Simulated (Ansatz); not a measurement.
# MgS (P6_3mc) in Ansatz: a series of runs

Runs on MgS. Level: PBEsol. Tasks: dielectric tensor, phonons.

All numbers are computed with Ansatz 0.2.0; they aren't measurements. Logs are shortened: lines on timing, memory, paths and dates and some standing lists are left out, and cuts for length are marked.

**1. The crystal as given**

The structure is hexagonal, space group P6_3mc (No. 186). Conventional cell: a = 4.035 Å, b = 4.035 Å, c = 6.432 Å, α = 90.00°, β = 90.00°, γ = 120.00°. S (site symmetry 3m) has 4 Mg at 2.45 to 2.47 Å as nearest neighbours. Around Mg (site symmetry 3m) lie 4 S at 2.45 to 2.47 Å.

The cell comes from a database or a generator and needn't be the stable form of this composition.

**2. Dielectric tensor, PBEsol**

Contents of input.yaml:

```yaml
crystal:
  lattice:
    - [4.0346224068, 0.0, 0.0]
    - [-2.0173112034, 3.494085499, 0.0]
    - [0.0, 0.0, 6.43229418]
  atoms:
    - { symbol: S, position: [0.6666666667, 0.3333333333, 0.87924415] }
    - { symbol: S, position: [0.3333333333, 0.6666666667, 0.37924415] }
    - { symbol: Mg, position: [0.3333333333, 0.6666666667, 0.99575485] }
    - { symbol: Mg, position: [0.6666666667, 0.3333333333, 0.49575485] }
kpoints:
  mp_grid: { grid: [8, 8, 4] }
scf:
  occupations: { method: fixed }
hamiltonian:
  xc: pbesol
  pseudopotentials: { kind: all_electron, datasets: crystal }
output: {}
dielectric: {}
```

Potentials or basis: all-electron PAW datasets made for the crystal.

Launch:

```console
$ ansatz run input.yaml --threads 2 --pin off --max-ram 8192MiB --backend cpu --events-out ev --progress --plain --runs-dir out
```

The log of the run:

```text
Warning: RAYON_NUM_THREADS=2 ignored (pool sized by the plan → 2); use --threads N
hamiltonian.pseudopotentials.datasets: crystal makes datasets for this crystal and solves the spheres of its atoms anew in each pass: cutoff 220.0 eV, the density's 1100.0 eV; for an error of 0.50 meV an atom under PBE, 2.0 meV for the cell; an energy difference from a run of another recipe may be off by several times the error for the cell, under r2SCAN by more, where some 0.1 meV an atom stays at smaller errors; in a run that uses the all-electron wave functions in the spheres, carries its plane waves along with the cell (elastic.basis: deformed) or is on a recipe of such a run or, without exact exchange, of a hybrid, they include no finite-basis correction of the energy (for plane waves above the cutoff): energies differ from those of runs with it by up to 1.1 meV an atom at a dataset_error of 0.2 meV (4 under r2SCAN), and by more at a larger error or with an open f shell (one dataset_recipe, of a run without it, keeps both alike, but for a hybrid, which always has it); Mg in spheres of 1.111 Å, 2 of its electrons in bands, 8 on its site; S in spheres of 1.328 Å, 6 of its electrons in bands; only band paths and densities of states list, in semicore columns, the levels of the semicore shells that are solved separately: 2s of Mg, 2p of Mg
Engine: ansatz 0.2.0, aarch64-unknown-linux-gnu
Pseudopotentials: kind: all_electron
Pseudopotential: S, paw, valence charge 6, recommended cutoff 220 eV (normal), crystal/all_electron/pbesol/scalar/gaussian/S, Koelling and Harmon's equation, gaussian nucleus
Pseudopotential: Mg, paw, valence charge 10, recommended cutoff 220 eV (normal), crystal/all_electron/pbesol/scalar/gaussian/Mg, Koelling and Harmon's equation, gaussian nucleus
Functional definition: PBEsol
  exchange = pbesol_x
  correlation = pbesol_c
davidson cushion auto → on  (no smearing: the cushion is to keep the highest requested band from converging to the state above it; pin scf.eigensolver.cushion to override)
Crystal: 4 atoms, lattice volume = 90.678 Å³
Basis set: ecut = 220 eV, 687 PW (Γ), exchange–correlation on 48×48×72 points (8 copies of the dense FFT grid, shifted against one another)
Bands: 12, of which v1, the nominal top of the filled ones, is band 8 counted from 1 (7 counted from 0)
Symmetry: 12 space group operations
k-points: 78 of 256 (irreducible under 2 space group operations, time reversal used)
Non-local potential: S, projectors of the file, l = 0: 1, l = 1: 1, l = 2: 2
Non-local potential: Mg, projectors of the file, l = 0: 1, l = 1: 1
PAW form: soft (Blöchl's): semilocal exchange-correlation on the pseudo side does not see the compensation charge
PAW one-centre angular grid: S, 110 points (default); XC on its mesh's 1977 points in the sphere
PAW one-centre angular grid: Mg, 110 points (default); XC on its mesh's 1943 points in the sphere
Initial density: superposition of atomic densities (neutral atoms: chi_scale 0, normalization atom)
Initial wavefunctions: pseudopotential atomic-orbital guess
Functional: x = pbesol(κ = 0.804, μ = 0.12345679012345678), c = pbesol(β = 0.046)
iter 1 solved again at ethr=1.95e-2 eV; its pass at ethr=1.00e-1 eV (dr2=3.12e0 eV) is discarded
SCF iter   1: F=—  HF=-32576.853839 eV  |F-HF|=—  |Δ(HF+E_count)|=         —  Δρ=4.19e-2  dr2=3.13e0  ethr=1.95e-2  ⟨swp⟩=2.3  Hψ=6585  notcnv=0
preconditioner: auto → none  [insulator: Δε(μ)=3.881 eV  Ē_g=10.329 eV  n_scr=10 (ndim 8)  ℏωp=15.6 eV  f_vac=0.000  ε∞_Penn≈3.3]
iter 2 solved again at ethr=9.69e-4 eV; its pass at ethr=1.95e-2 eV (dr2=1.55e-1 eV) is discarded
SCF iter   2: F=—  HF=-32575.984540 eV  |F-HF|=—  |Δ(HF+E_count)|=   8.69e-1  Δρ=1.61e-2  dr2=1.58e-1  ethr=9.69e-4  ⟨swp⟩=2.8  Hψ=4926  notcnv=0  defer=4
SCF iter   3: F=—  HF=-32575.988918 eV  |F-HF|=—  |Δ(HF+E_count)|=   4.38e-3  Δρ=6.68e-3  dr2=3.02e-2  ethr=9.69e-4  ⟨swp⟩=2.0  Hψ=2187  notcnv=0  defer=3
SCF iter   4: F=—  HF=-32575.997510 eV  |F-HF|=—  |Δ(HF+E_count)|=   8.59e-3  Δρ=5.17e-4  dr2=4.08e-4  ethr=1.89e-4  ⟨swp⟩=2.3  Hψ=2996  notcnv=0  defer=4
SCF iter   5: F=—  HF=-32575.997640 eV  |F-HF|=—  |Δ(HF+E_count)|=   1.30e-4  Δρ=1.62e-4  dr2=3.65e-5  ethr=2.55e-6  ⟨swp⟩=3.8  Hψ=4000  notcnv=0  defer=19
SCF iter   6: F=—  HF=-32575.997630 eV  |F-HF|=—  |Δ(HF+E_count)|=   9.69e-6  Δρ=3.12e-5  dr2=1.39e-6  ethr=2.28e-7  ⟨swp⟩=3.2  Hψ=2444  notcnv=0  defer=9
SCF iter   7: F=—  HF=-32575.997630 eV  |F-HF|=—  |Δ(HF+E_count)|=   2.72e-7  Δρ=4.54e-6  dr2=1.85e-8  ethr=8.66e-9  ⟨swp⟩=3.2  Hψ=3637  notcnv=0  defer=8
SCF iter   8: F=—  HF=-32575.997630 eV  |F-HF|=—  |Δ(HF+E_count)|=   7.75e-9  Δρ=1.73e-6  dr2=3.15e-9  ethr=1.16e-10  ⟨swp⟩=3.5  Hψ=2936  notcnv=0  defer=10
SCF iter   9: F=-32575.997630 eV  HF=-32575.997630 eV  |F-HF|=8.73e-11  |Δ(HF+E_count)|=  7.31e-10  Δρ=3.01e-7  dr2=9.32e-11  ethr=1.97e-11  ⟨swp⟩=3.1  Hψ=3060  notcnv=0  defer=8
SCF 1 converged in 9 iterations: F = -32575.997630 eV  dr2 = 9.32e-11
the response reads at least the filled bands of the reference SCF and the lowest empty band at each k-point, and that SCF's band table does not vouch for those bands. The notice of the band table in this run's record says why
NSCF: frozen V_eff on 2 k-points
DFPT response loops at Γ: preconditioner auto → Resta (q_TF=auto, 2.043 Å⁻¹)  ε∞=4.3 (no band partly filled); β = 1.00, the filter's whole step (`scf.mixing.beta` (0.50) is not read by the response loops at its default; to damp them type it under 1.00, their step now; it binds the ground state too); Broyden in place of MSR1
WARN: field response: the 8×8×4 k-mesh looks too coarse for the field response at k = (0.0000, 0.0000, 0.0000), direct gap 3.269 eV: take ε∞, Z* and everything formed from them as unconverged in the mesh. The response there varies over an interband length of 1.99 Å as this mesh's differences read it, which a coarse mesh reads short; the mesh's real-space period, 25.7 Å, is under 14 times that, 27.9 Å: points inside a basis were not begun: none includes the bands' part inside the spheres of datasets made for the crystal; else type a denser kpoints.mp_grid, and compare
SCF converged after 9 iterations
Free energy (F): -32575.997630 eV
Harris-Foulkes:  -32575.997630 eV  (|F-HF|=8.73e-11)
Internal energy: -32575.997630 eV  (E = F + TS)
E sigma→0 (E₀):  -32575.997630 eV
Past the cutoff: waves up to 1.5 times it would add -0.000091 eV an atom, which no energy here includes
By the cutoff:   a pressure is off by up to 0.008 GPa (6 times that energy over an atom's volume, and 0.004 GPa: a bound that held against runs at twice the plane waves)
Past the cutoffs: a stress includes 0.0001 GPa for waves and charges beyond them
In the spheres:  the bands' charges fall short by 1.5e-6 e at most (sound up to 1e-3), those of shells solved beside the bands by 3.2e-7 e (sound up to 5e-4)
Fermi energy:    3.447297 eV
--- Per-component energies (eV) ---
  E_band       = -5.881852
  E_kinetic    = 202.333576
  E_local      = -2219.916041  (includes V_loc(G=0)·N_el)
  E_nonlocal   = 6.326623
  E_hartree    = 1106.025072
  E_xc         = -164.316969
  E_vxc        = -206.355304  (∫ρ·V_xc dr)
  E_paw        = -34495.074287  (= ΣΔE_a)
  E_vpaw       = -4817.183617  (= ΣTr[D̂ρ^β])
  E_ewald      = -1828.238337
  E_smearing   = -0.000000  (= −TS)
  E_closure    = 4816.862735  (closes the sum)
  Σ components = -32575.997630   (vs F -32575.997630, Δ=0.00e0)
  The terms above E_closure are by the made datasets' own strengths, without shells solved beside the bands.
--- Band table (eV; the first three rows and the last of 78) ---
  k-point 0: bands = ["-7.9654", "-7.2204", "0.1756", "2.8616", "2.8616", "3.2844", "3.2844", "3.4473", "6.7160", "7.9985", "10.8042", "10.8042"]
  k-point 1: bands = ["-7.8702", "-7.3465", "0.5386", "2.7174", "2.9200", "2.9200", "3.2188", "3.2188", "7.4178", "8.1415", "10.7633", "10.7633"]
  k-point 2: bands = ["-7.6235", "-7.6235", "1.4954", "1.4954", "3.0658", "3.0658", "3.0658", "3.0658", "8.2165", "8.2165", "10.9206", "10.9206"]
  k-point 77: bands = ["-7.1608", "-7.1608", "0.5795", "0.5795", "1.8175", "1.8175", "2.8328", "2.8328", "8.7862", "8.7862", "10.1697", "10.1697"]
--- Dielectric response (ions clamped): 2 representative field directions + reference, on 78 of 256 k-points (Σ response iterations 18) ---
  k mesh reduced under 2 symmetry operations, with k and −k counted as one. Each operation leaves every solved perturbation unchanged. A smaller set is not considered because the run solves the response to a homogeneous field
  ε∞ (high-frequency dielectric tensor):
        4.100017    -0.000000     0.000000
        0.000000     4.100017     0.000000
        0.000000     0.000000     4.223351
  Born effective charges Z* (e; rows j = field, columns β = displacement):
    site 0:
        -1.88299    0.00000    0.00000
        -0.00000   -1.88299   -0.00000
         0.00000   -0.00000   -1.95978
    site 1:
        -1.88299    0.00000    0.00000
        -0.00000   -1.88299    0.00000
         0.00000    0.00000   -1.95978
    site 2:
         1.88299   -0.00000    0.00000
         0.00000    1.88299   -0.00000
         0.00000    0.00000    1.95978
    site 3:
         1.88299   -0.00000   -0.00000
         0.00000    1.88299    0.00000
        -0.00000   -0.00000    1.95978
  Z* charge neutrality: 2.710e-5 e pre-enforcement
  k-mesh period / interband length: 25.7 Å / 1.99 Å = 12.92 at k = (0.0000, 0.0000, 0.0000), direct gap 3.269 eV — UNDER 14: by this measure the k-mesh is too coarse for the response
```

It took 70 s on 2 threads of Arm Neoverse V2, shared host; peak memory 1.4 GiB.

Results:

| Item | Value |
| --- | --- |
| Free energy | -32575.9976 eV |
| Band gap on the k mesh | 3.27 eV, direct |
| Electronic dielectric tensor (diagonal) | 4.10, 4.10, 4.22 |
| Born charges (mean of the diagonal) | S -1.91; Mg +1.91 e |

Levels at points of the mesh, in eV from the valence-band top:
```csv
k point,band 4,band 5,band 6,band 7,band 8,band 9,band 10,band 11,band 12
"(0.00, 0.00, 0.00)",-0.59,-0.59,-0.16,-0.16,0.00,3.27,4.55,7.36,7.36
"(0.00, 0.00, -0.50)",-1.95,-0.38,-0.38,-0.38,-0.38,4.77,4.77,7.47,7.47
"(0.00, -0.50, 0.00)",-2.48,-1.91,-1.26,-0.95,-0.48,4.58,5.05,5.67,7.36
"(0.00, -0.50, -0.50)",-3.16,-0.91,-0.91,-0.82,-0.82,4.49,4.49,6.17,6.17
"(-0.50, 0.00, 0.00)",-2.48,-1.91,-1.26,-0.95,-0.48,4.58,5.05,5.67,7.36
"(-0.50, 0.00, -0.50)",-3.16,-0.91,-0.91,-0.82,-0.82,4.49,4.49,6.17,6.17
```

Electronic dielectric tensor:
```
4.10 0.00 0.00
0.00 4.10 0.00
0.00 0.00 4.22
```

Born effective charge tensors (e):
atom 1, S
```
-1.88  0.00  0.00
 0.00 -1.88  0.00
 0.00  0.00 -1.96
```
atom 2, S
```
-1.88  0.00  0.00
 0.00 -1.88  0.00
 0.00  0.00 -1.96
```
atom 3, Mg
```
1.88 0.00 0.00
0.00 1.88 0.00
0.00 0.00 1.96
```
atom 4, Mg
```
1.88 0.00 0.00
0.00 1.88 0.00
0.00 0.00 1.96
```

**3. Phonons, PBEsol**

input.yaml, as its differences from that of step 2:

```diff
@@ -13,7 +13,9 @@
 scf:
-  occupations: { method: fixed }
+  occupations: { method: fermi_dirac, width: 0.05 }
 hamiltonian:
   xc: pbesol
-  pseudopotentials: { kind: all_electron, datasets: crystal }
+  pseudopotentials: { kind: all_electron, lapw: { basis_error: 0.002 } }
 output: {}
-dielectric: {}
+phonons:
+  method: fd
+  supercell: [1, 1, 1]
```

Potentials or basis: all-electron LAPW, scalar-relativistic.

Launch:

```console
$ ansatz run input.yaml --threads 2 --pin off --max-ram 8192MiB --backend cpu --events-out ev --progress --plain --runs-dir out
```

The log of the run:

```text
Warning: RAYON_NUM_THREADS=2 ignored (pool sized by the plan → 2); use --threads N
LAPW: plane waves up to 7.329 Å⁻¹, error target 2.0e-3 eV per atom; small_component_spin mean_spin; Mg in spheres of 1.220 Å, 10 of its electrons in bands, Dirac shells []; S in spheres of 1.153 Å, 14 of its electrons in bands, Dirac shells [] (how accurate: hamiltonian.pseudopotentials.lapw.basis_error, Limitations)
[... 2 set-up lines as earlier in the session ...]
Pseudopotential: S, LAPW, valence charge 14, lapw/all_electron/scalar/gaussian/S, Koelling and Harmon's equation, gaussian nucleus
Pseudopotential: Mg, LAPW, valence charge 10, lapw/all_electron/scalar/gaussian/Mg, Koelling and Harmon's equation, gaussian nucleus
[... 3 set-up lines as earlier in the session ...]
Crystal: 4 atoms, lattice volume = 90.678 Å³
Basis set: ecut = 204.64557202506705 eV, 603 PW (Γ), exchange–correlation at level 2
[... 84 lines left out ...]
--- Forces (eV/Å), atoms counted from 1 ---
  atom   1  S      0.00000000    -0.00000000    -0.04471582
  atom   2  S      0.00000000     0.00000000    -0.04471582
  atom   3  Mg     0.00000000     0.00000000     0.04471596
  atom   4  Mg    -0.00000000    -0.00000000     0.04471596
  max |Σ_I F_I| component: 2.80e-7 eV/Å
--- Band table (eV; the first three rows and the last of 30) ---
  k-point 0: bands = ["-199.4071", "-199.4071", "-144.4525", "-144.4525", "-144.4525", "-144.4525", "-144.4504", "-144.4504", "-70.1209", "-70.1208", "-37.0755", "-37.0727", "-37.0693", "-37.0693", "-37.0688", "-37.0688", "-7.9655", "-7.2205", "0.1755", "2.8615", "2.8615", "3.2843", "3.2843", "3.4472", "6.7160", "7.9985", "10.8042", "10.8042", "11.5458"]
  k-point 1: bands = ["-199.4071", "-199.4071", "-144.4525", "-144.4525", "-144.4525", "-144.4525", "-144.4504", "-144.4504", "-70.1209", "-70.1209", "-37.0751", "-37.0731", "-37.0692", "-37.0692", "-37.0689", "-37.0689", "-7.8703", "-7.3466", "0.5385", "2.7173", "2.9199", "2.9199", "3.2187", "3.2187", "7.4178", "8.1415", "10.7634", "10.7634", "11.1336"]
  k-point 2: bands = ["-199.4071", "-199.4071", "-144.4525", "-144.4525", "-144.4525", "-144.4525", "-144.4504", "-144.4504", "-70.1209", "-70.1209", "-37.0741", "-37.0741", "-37.0690", "-37.0690", "-37.0690", "-37.0690", "-7.6236", "-7.6236", "1.4954", "1.4954", "3.0657", "3.0657", "3.0657", "3.0657", "8.2164", "8.2164", "10.9207", "10.9207", "10.9460"]
  k-point 29: bands = ["-199.4071", "-199.4071", "-144.4525", "-144.4525", "-144.4525", "-144.4525", "-144.4503", "-144.4503", "-70.1208", "-70.1208", "-37.0741", "-37.0741", "-37.0705", "-37.0705", "-37.0700", "-37.0700", "-7.1072", "-7.1072", "0.5427", "0.5427", "1.5614", "1.5614", "2.8979", "2.8979", "8.8759", "8.8759", "9.8955", "9.8955", "11.3963"]
--- Phonons: 4 displaced members + reference (amplitude 0.01 Å, Σ member SCF iterations 26) ---
  symmetry images taken by strict's conditions (phonons.symmetry_images: auto; settled by no image being taken that strict refuses)
  ASR residual: 1.321e-3 → 0.000e0 eV/Å²; symmetrization residual: 1.246e-3 eV/Å²
  largest component of a force at the reference: 4.5e-2 eV/Å
  ASR residual per site (eV/Å²): 5.46e-4 5.46e-4 1.32e-3 1.32e-3
  Γ frequencies (cm⁻¹): 0.00 0.00 0.00 87.42 87.42 258.78 306.35 316.14 331.52 331.52 336.81 336.81
  density of states and harmonic sums: on the 18×18×10 q-mesh, interpolated from the force constants of a 1×1×1 supercell (no non-analytic term)
  largest difference from the sums on the solved wave vectors: F 3.57e-1 eV, S 6.16e-4 and C_V 2.58e-4 eV/K
  zero-point energy: 0.174139 eV/cell   skipped modes (ω ≤ 0): 3   left out of the sums: 7.72e-5 of the cell's modes: C_V's classical limit lies that fraction below 3 k_B per atom; for a crystal, a wire or a layer, F and S can be off by more, and a phonons.interpolated_qmesh denser along its periods is the remedy for the sampling
```

phdos.tsv:

```text
# omega_inv_cm	omega_thz	g_bin_mean(omega)[modes/inv_cm]
# format = ansatz-phdos/2
# interpolated_qmesh = 18 18 10
# force_constants_supercell = 1 1 1
# lo_to_splitting: not included (the non-analytic LO-TO correction is not applied to the interpolated dynamical matrix; polar crystals: no LO-TO splitting at GAMMA, and LO and other optical branches, acoustic branches and sound speeds, and with them the density of states and the thermodynamics, can be off between the wave vectors that the force constants were sampled on, most near GAMMA; a larger extent of the force constants narrows that region and is not shown to mend the acoustic slopes)
# g_bin_mean(omega): the modes in a bin one row spacing wide, centred on omega, divided by that spacing. A flat band (one whose frequency is the same at every q-point) is counted whole in the row whose bin holds it (on the edge of two bins, in the lower row). The modes of the run's own cell are the sum of g_bin_mean times the row spacing in inv_cm (a plain sum, not the trapezoid rule); for a one-atom cell on a GAMMA-only q-mesh every row is zero, so that sum is 0, not 3
0.000000	0.000000	1.307545e-8
0.673629	0.020195	3.399616e-7
1.347257	0.040390	1.281394e-6
2.020886	0.060585	2.850447e-6
2.694515	0.080780	5.047122e-6
3.368143	0.100974	7.871418e-6
[... 493 lines left out ...]
336.140716	10.077245	7.180419e-3
336.814344	10.097440	4.391101e-4
```

It took 93 s on 2 threads of Arm Neoverse V2, shared host; peak memory 0.43 GiB.

Results:

- Free energy: -32575.9955 eV
- Largest force: 0.045 eV/Å
- Band gap on the k mesh: 3.27 eV, direct
- Highest phonon frequency at Γ, LO-TO splitting left out: 337 cm⁻¹

Forces in eV/Å, atoms in the order of the input:
```
S    0.000  0.000 -0.045
S    0.000  0.000 -0.045
Mg   0.000  0.000  0.045
Mg   0.000  0.000  0.045
```

Phonon frequencies in cm⁻¹ (negative: imaginary):
```
              q point                              frequencies
(0.000, 0.000, 0.000)  0 0 0 87 87 259 306 316 332 332 337 337
```
